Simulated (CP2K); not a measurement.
**Hf under changes of volume**

One of the cells (23.523 Å³/atom); the others are scaled copies at fixed shape and fractional positions:

```
CELL_PARAMETERS angstrom
3.12635 0.00000 0.00000
-1.04212 2.94755 0.00000
-1.04212 -1.47378 2.55266
ATOMIC_POSITIONS crystal
Hf 0.00000 0.00000 0.00000
```

This isn't the form of Hf at room conditions, which is hcp.

```yaml
Program: CP2K 2026.2
Functional: LDA
Potentials_or_basis: GTH_POTENTIALS Hf GTH-PADE-q12; TZVP-MOLOPT-PBE-GTH basis
Density_cutoff: 6123 eV
k_mesh: 10 × 10 × 10
Occupations: fermi-dirac, width 0.01 eV
Spin: no spin polarisation
```

```csv
volume (Å³/atom),energy over the lowest point (meV/atom),pressure (GPa)
22.112,0.00,-32.7
22.582,96.28,-32.8
23.052,192.41,-32.7
23.523,288.37,-32.6
23.993,384.03,-32.4
24.464,478.57,-32.0
24.934,?,?
```

Question: What does the run at 24.934 Å³/atom give?

Answer: Energy over the lowest point 572.07 meV/atom; pressure -31.7 GPa.

Worked out: A Birch-Murnaghan fit of order 3 (a polynomial in V^(-2/3)) to the other rows has no minimum within the range. It gives 572.20 meV/atom at 24.934 Å³/atom, against the run's 572.07, and -dE/dV = -31.7 GPa, against -31.7.

Energies are extrapolated to zero smearing.

Caveats: the basis of atomic orbitals isn't converged, which shifts pressures, moduli and gaps.
